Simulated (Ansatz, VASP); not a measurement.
**CdF2: VASP beside Ansatz**

```
Cd F
1.0
     0.00000    2.53570    2.53570
     2.53570    0.00000    2.53570
     2.53570    2.53570    0.00000
Cd F
1 2
Direct
  0.00000 0.00000 0.00000
  0.25000 0.25000 0.25000
  0.75000 0.75000 0.75000
```

Alike in both runs: functional PBEsol; k mesh 8 × 8 × 8; no spin polarisation.

Ansatz relaxed the structure, and its values are those at the end. VASP's run is a single point on that final structure, the one shown.

|  | VASP | Ansatz |
| --- | --- | --- |
| version | VASP 6.6.1 | Ansatz 0.2.0 |
| potentials or method | VASP PAW PBE potentials, release 64 (Cd, F) | scalar-relativistic, plane waves, PAW |
| plane-wave cutoff (eV) | 520 | 420 |
| occupations | gaussian, width 0.01 eV | fixed |
| valence electrons in the cell | 26 | 34 |

|  | VASP | Ansatz | Ansatz less VASP |
| --- | --- | --- | --- |
| gap on the k mesh at the Fermi level (eV) | 3.53 | 3.58 | +0.047 |
| least direct gap on the mesh (eV) | 3.73 | 3.78 | +0.046 |

The two sets of potentials don't hold the same shells in valence.

 A k mesh can miss the band edges. A hybrid or GW would open this gap; PBEsol tends to underestimate it.
